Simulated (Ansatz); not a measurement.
# What a change of settings does to a run on Ru

The cell is built from the fcc type as a first guess.

First run: DFT, PBE, PAW with Ansatz's default frozen-core files, scalar-relativistic (Ansatz 0.2.0).

Command: `ansatz run input.yaml --threads 1 --pin off --max-ram 2048MiB --backend cpu --events-out ev --progress --plain --runs-dir out` The run took about 5.5 s on 1 thread of a shared machine.

```yaml
crystal:
  lattice:
    - [0.0, 1.8104788528, 1.8104788528]
    - [1.8104788528, 0.0, 1.8104788528]
    - [1.8104788528, 1.8104788528, 0.0]
  atoms:
    - { symbol: Ru, position: [0.0, 0.0, 0.0] }
kpoints:
  mp_grid: { grid: [16, 16, 16] }
scf:
  occupations: { method: fermi_dirac, width: 0.05 }
hamiltonian:
  xc: pbe
  pseudopotentials: { kind: paw }
output:
  forces: true
  stress: true
  write_density: true
  write_potential: true
  elf: true
  volumetric_format: npy
relax:
  f_tol: 0.005
  max_steps: 80
  cell: {}
```

Result: converged; relaxed volume 13.835 Å³/atom; 31 SCF iterations in all.

The input is then changed:

```diff
@@ -7,7 +7,9 @@
     - { symbol: Ru, position: [0.0, 0.0, 0.0] }
 kpoints:
-  mp_grid: { grid: [16, 16, 16] }
+  mp_grid: { grid: [16, 16, 16], shift: [0.5, 0.5, 0.5] }
 scf:
   occupations: { method: fermi_dirac, width: 0.05 }
+  initial_density: { chi_scale: 0.0 }
+  eigensolver: { kind: davidson }
 hamiltonian:
   xc: pbe
@@ -24,3 +26,5 @@
   max_steps: 80
   cell: {}
+basis:
+  precision: f64
```

(1) Predict the outcome of the changed run.

Results:

(1) It converged; energy at zero smearing -1.9 meV/atom from the first run; relaxed volume 13.834 Å³/atom; 30 SCF iterations in all.
